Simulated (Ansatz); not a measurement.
Cu: pressure and energy change per atom against volume scale

Results calculated with Ansatz 0.2.0, not measured. Plane-wave DFT, scalar-relativistic PAW made under PBE with cores redone for the functional, no dispersion; the given relaxed cell is scaled uniformly, energy at zero smearing counts from the unscaled cell, pressure at the given Fermi-Dirac smearing is positive in compression.

The cell before it is scaled or strained (space group Im-3m, No. 229):
```
Cu
1.0
     -1.4551     1.4551     1.4551
      1.4551    -1.4551     1.4551
      1.4551     1.4551    -1.4551
Cu
1
Direct
  0.00000 0.00000 0.00000
```

Settings of every row: spin polarised no; functional revPBE; wave cutoff 420 eV; smearing width 0.1 eV; k mesh 17x17x17.

Atom starting moment: 0 on all atoms.

Limits: the cell comes from a prototype or a list of computed structures and needn't be the stable phase.

```
row  volume scale  V (Å³/atom)  pressure (GPa)  energy change per atom (meV)
  1          0.88       10.845           22.28                         89.65
  2          0.92       11.338           12.97                         36.17
  3          0.96       11.831               ?                             ?
  4          1.04       12.817           -4.49                          7.41
  5          1.08        13.31           -7.98                         26.96
  6          1.12       13.802          -10.69                         55.95
```

Question: what pressure and energy change per atom should row 3 give?

Worked fit of pressure. Take u = (V_r/V)^(2/3) − 1 with V_r = 12.817 Å³ an atom, which is twice the finite (Eulerian) strain; such expansions in the strain, on which the Birch-Murnaghan equation of state is built, carry the rest volume and the bulk modulus. The shown rows have u = 0.11782, 0.08518, 0, -0.02485, -0.04816. Least squares give pressure = −4.554 + 155.312 × u + 609.41 × u² GPa; a straight line predicts inner rows, each left out in turn, worse (root mean square 1.7 against 0.18 GPa). The rows lie off it by 0.08, -0.13, 0.06, 0.06, -0.07 (root mean square 0.084 GPa). The withheld row has u = 0.05482, so the fit gives −4.554 + 155.312 × (0.05482) + 609.41 × (0.05482)² = 5.79 GPa.

The calculation gave 5.68 GPa. The fit lies 0.11 GPa (1.9 % of the value, 0.33 % of the column's range) above it; its largest miss of a shown row is 0.13 GPa.

Worked fit of energy change per atom. Take u = (V_r/V)^(2/3) − 1 with V_r = 12.817 Å³ an atom, which is twice the finite (Eulerian) strain; such expansions in the strain, on which the Birch-Murnaghan equation of state is built, carry the rest volume and the bulk modulus. The shown rows have u = 0.11782, 0.08518, 0, -0.02485, -0.04816. Least squares give energy change per atom = 6.854 − 530.259 × u + 10417.81 × u² meV; a straight line predicts inner rows, each left out in turn, worse (root mean square 30 against 1.5 meV). The rows lie off it by 0.66, -1.10, 0.56, 0.50, -0.60 (root mean square 0.72 meV). The withheld row has u = 0.05482, so the fit gives 6.854 − 530.259 × (0.05482) + 10417.81 × (0.05482)² = 9.09 meV.

The calculation gave 8.13 meV. The fit lies 0.96 meV (12 % of the value, 1.2 % of the column's range) above it; its largest miss of a shown row is 1.10 meV.
